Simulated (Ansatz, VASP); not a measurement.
# Si2W in VASP and in Ansatz

Contents of INCAR:

```
SYSTEM = Si2W
PREC = Accurate
ENCUT = 520
EDIFF = 1E-6
ISMEAR = -1
SIGMA = 0.05
LREAL = .False.
LASPH = .True.
NELM = 60
ALGO = Normal
ISIF = 2
LWAVE = .False.
LCHARG = .False.
GGA = PS
NBANDS = 18
```

Contents of KPOINTS:

```
Automatic mesh
0
Gamma
  10 10 10
  0 0 0
```

The input POSCAR:

```
Si2W
1.0
   -1.6069000000      1.6069000000      3.8366510000
    1.6069000000     -1.6069000000      3.8366510000
    1.6069000000      1.6069000000     -3.8366510000
W Si
1 2
Direct
    0.0000000000      0.0000000000      0.0000000000
    0.6653000000      0.6653000000      0.0000000000
    0.3347000000      0.3347000000      0.0000000000
```

Contents of input.yaml:

```yaml
crystal:
  lattice:
    - [-1.6069, 1.6069, 3.836651]
    - [1.6069, -1.6069, 3.836651]
    - [1.6069, 1.6069, -3.836651]
  atoms:
    - { symbol: W, position: [0.0, 0.0, 0.0] }
    - { symbol: Si, position: [0.6653, 0.6653, 0.0] }
    - { symbol: Si, position: [0.3347, 0.3347, 0.0] }
hamiltonian:
  xc: pbesol
  pseudopotentials: { kind: paw }
kpoints:
  mp_grid: { grid: [10, 10, 10] }
scf:
  occupations: { method: fermi_dirac, width: 0.05 }
output:
  forces: true
  stress: true
  eigenvalues: true
```

Alike in both runs: task single point; functional PBEsol; k mesh 10 × 10 × 10; occupations fermi-dirac, width 0.05 eV; no spin polarisation.

|  | VASP | Ansatz |
| --- | --- | --- |
| version | VASP 6.6.1 | Ansatz 0.2.0 |
| potentials or method | VASP PAW PBE potentials, release 64 (W_sv, Si) | Ansatz PAW |
| plane-wave cutoff (eV) | 520 | 420 |
| valence electrons in the cell | 22 | 22 |

Ansatz gave:

| Quantity | Value |
| --- | --- |
| gap on the k mesh at the Fermi level (eV) | none |
| pressure (GPa) | 3.4 |
| largest component of the traceless stress (GPa) | 6.83 |
| rms of the force components (eV/Å) | 0.019 |

**Question.** Estimate VASP's values.

**Answer.** gap on the k mesh at the Fermi level (eV): none; pressure (GPa): 3.8; largest component of the traceless stress (GPa): 6.80; rms of the force components (eV/Å): 0.021.

Atom by atom the forces differ by 0.002 eV/Å (rms over components). A gap of «none» marks a metal or a gap that the smearing closes.

Caveats: the PAW data sets were made with another functional, which shifts forces and pressure a little (VASP); the PAW data sets come from PBE, with cores solved anew for the run's functional, which leaves a small shift of forces and pressure (Ansatz). Spin-orbit coupling is left out, which matters for the levels of W.
